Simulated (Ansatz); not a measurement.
**CuI: how the settings move a single-point run**

How sensitive is a single-point run of CuI to its settings? A reference run comes first, then six runs with altered input. The cell is built on a prototype (CsCl type) and needn't be the phase found in nature.

Method: reference: DFT, HSE06, plane waves, PAW, in Ansatz 0.2.0.

3 further runs of the same task are left out: 3 that didn't finish.

## (1) The structure to begin with

The structure is cubic, space group Pm-3m (No. 221). The conventional cell has a = 3.661 Å, b = 3.661 Å, c = 3.661 Å, α = 90.00°, β = 90.00°, γ = 90.00°. Cu (site symmetry m-3m) has 8 I at 3.17 Å as nearest neighbours. I (site symmetry m-3m) has 8 Cu at 3.17 Å as nearest neighbours.

As a file:

```cif
data_structure
_symmetry_space_group_name_H-M 'Pm-3m'
_symmetry_Int_Tables_number 221
_cell_length_a 3.6614
_cell_length_b 3.6614
_cell_length_c 3.6614
_cell_angle_alpha 90.000
_cell_angle_beta 90.000
_cell_angle_gamma 90.000
_cell_volume 49.08
loop_
_atom_site_label
_atom_site_type_symbol
_atom_site_symmetry_multiplicity
_atom_site_Wyckoff_symbol
_atom_site_fract_x
_atom_site_fract_y
_atom_site_fract_z
_atom_site_occupancy
Cu1 Cu 1 a 0.00000 0.00000 0.00000 1
I1 I 1 b 0.50000 0.50000 0.50000 1
```

## (2) Baseline

input.yaml reads:

```yaml
crystal:
  lattice:
    - [3.6613896554, 0.0, 0.0]
    - [0.0, 3.6613896554, 0.0]
    - [0.0, 0.0, 3.6613896554]
  atoms:
    - { symbol: Cu, position: [0.0, 0.0, 0.0] }
    - { symbol: I, position: [0.5, 0.5, 0.5] }
kpoints:
  mp_grid: { grid: [4, 4, 4] }
hamiltonian:
  xc: hse06
scf:
  occupations: { method: fermi_dirac, width: 0.02 }
  n_extra_bands: 4
output:
  forces: true
  stress: true
  eigenvalues: true
```

Command:

```bash
$ ansatz run input.yaml --threads 4 --pin off --max-ram 3686MiB --backend cpu --events-out ev --progress --plain --runs-dir out
```

## (3) Changed: exchange pbe, correlation pbe, coeff 0.4, omega 0.2078

Edit input.yaml of step 2 so:

```diff
@@ -11,3 +11,6 @@
 hamiltonian:
-  xc: hse06
+  xc:
+    exchange: pbe
+    correlation: pbe
+    exx: { coeff: 0.4, omega: 0.2078 }
 scf:
```

## (4) Variant: exchange pbe, correlation pbe, coeff 0.5, omega 0.3

Edit input.yaml of step 2 so:

```diff
@@ -11,3 +11,3 @@
 hamiltonian:
-  xc: hse06
+  xc: { exchange: pbe, correlation: pbe, exx: { coeff: 0.5, omega: 0.3 } }
 scf:
```

## (5) Changed: exchange pbe, correlation pbe, coeff 0.5

Edit input.yaml of step 2 so:

```diff
@@ -11,3 +11,3 @@
 hamiltonian:
-  xc: hse06
+  xc: { exchange: pbe, correlation: pbe, exx: { coeff: 0.5 } }
 scf:
```

## (6) Changing settings: exchange pbe, correlation pbe, coeff 0.2

Edit input.yaml of step 2 so:

```diff
@@ -11,3 +11,3 @@
 hamiltonian:
-  xc: hse06
+  xc: { exchange: pbe, correlation: pbe, exx: { coeff: 0.2 } }
 scf:
```

## (7) Changing settings: occupations.method cold, occupations.width 0.2

Edit input.yaml of step 2 so:

```diff
@@ -13,3 +13,3 @@
 scf:
-  occupations: { method: fermi_dirac, width: 0.02 }
+  occupations: { method: cold, width: 0.2 }
   n_extra_bands: 4
```

## (8) Variant: occupations.method methfessel_paxton, occupations.width 0.5

Edit input.yaml of step 2 so:

```diff
@@ -13,3 +13,3 @@
 scf:
-  occupations: { method: fermi_dirac, width: 0.02 }
+  occupations: { method: methfessel_paxton, width: 0.5 }
   n_extra_bands: 4
```

Q: Predict the outcome of this session. Wanted: for each run, ending; energy change; pressure; gap; force.

As calculated:

```csv
run,ending,energy change,pressure (GPa),gap (eV),force (eV/Å),cycles,time
reference,converged,0,2.0,0.53,0.00,18,33 s
"1: exchange pbe, correlation pbe, coeff 0.4, omega 0.2078",converged,not comparable,2.3,1.15,0.00,29,27 s
"2: exchange pbe, correlation pbe, coeff 0.5, omega 0.3",converged,not comparable,2.7,1.16,0.00,23,32 s
"3: exchange pbe, correlation pbe, coeff 0.5",converged,not comparable,2.4,2.95,0.00,28,30 s
"4: exchange pbe, correlation pbe, coeff 0.2",converged,not comparable,1.8,0.85,0.00,30,28 s
"5: occupations.method cold, occupations.width 0.2",converged,0.0 meV/atom (σ→0),2.0,0.53,0.00,35,35 s
"6: occupations.method methfessel_paxton, occupations.width 0.5",converged,+4.3 meV/atom (σ→0),1.7,0.52,0.00,25,27 s
```

Residual by cycle in the longest SCF loop of each run; runs are numbered as in the table. The quantity is the density residual dr2, in eV.

```csv
cycle,reference,run 1,run 2,run 3,run 4,run 5,run 6
1,0.00531,0.813,0.00385,0.893,0.446,0.514,0.0194
2,2.3e-4,0.201,2.8e-4,0.138,0.0712,0.262,0.00684
4,1.0e-6,0.0161,1.1e-6,0.0523,0.114,0.0182,6.7e-5
5,1.1e-7,5.0e-5,4.0e-7,2.2e-5,0.0654,5.7e-4,4.6e-5
7,7.9e-10,2.7e-6,3.2e-10,1.3e-6,2.2e-6,1.0e-4,1.9e-7
8,-,1.5e-8,-,8.7e-9,1.7e-7,1.3e-5,6.3e-9
10,-,-,-,-,-,1.2e-6,4.2e-11
11,-,-,-,-,-,9.4e-8,-
13,-,-,-,-,-,2.2e-9,-
14,-,-,-,-,-,2.1e-9,-
16,-,-,-,-,-,6.8e-4,-
17,-,-,-,-,-,1.1e-5,-
```

**Reading.** Of the converged runs whose energies compare with the reference's, «occupations.method methfessel_paxton, occupations.width 0.5» moves the energy most (+4.3 meV/atom) and «occupations.method cold, occupations.width 0.2» least (0.0 meV/atom). The gap of the reference lacks spin-orbit coupling, though the cell holds I.
